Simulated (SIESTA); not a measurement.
The system is Cu2O (Cuprite).

```
Cu O
1.0
     4.26000    0.00000    0.00000
     0.00000    4.26000    0.00000
     0.00000    0.00000    4.26000
Cu O
4 2
Direct
  0.75000 0.25000 0.75000
  0.75000 0.75000 0.25000
  0.25000 0.75000 0.75000
  0.25000 0.25000 0.25000
  0.50000 0.50000 0.50000
  0.00000 0.00000 0.00000
```

Base run:

```yaml
Program: SIESTA 5.4.2
Functional: PBE
Potentials_or_basis: PseudoDojo 0.4 standard (PBE files)
Basis: DZP (energy shift 0.002 Ry)
Grid_cutoff: 800 Ry
Energy_shift: 0.002 Ry
k_mesh: 6 × 6 × 6
Occupations: fermi-dirac, width 0.05 eV
Spin: no spin polarisation
```

Its results: band gap on the k mesh 0.48 eV, direct; pressure 4.2 GPa.

Task: The run is repeated on the same cell with these changes: functional from PBE to vdW-DF-cx. What comes out?

Result: Band gap on the k mesh 0.49 eV, direct; pressure -0.3 GPa.

Caveats: semicore shells carry a single zeta, which can move pressures by several GPa and volumes by a few percent; the basis of atomic orbitals isn't converged, which shifts pressures, moduli and gaps; the potentials were made for another functional, which shifts forces and pressure (some runs).
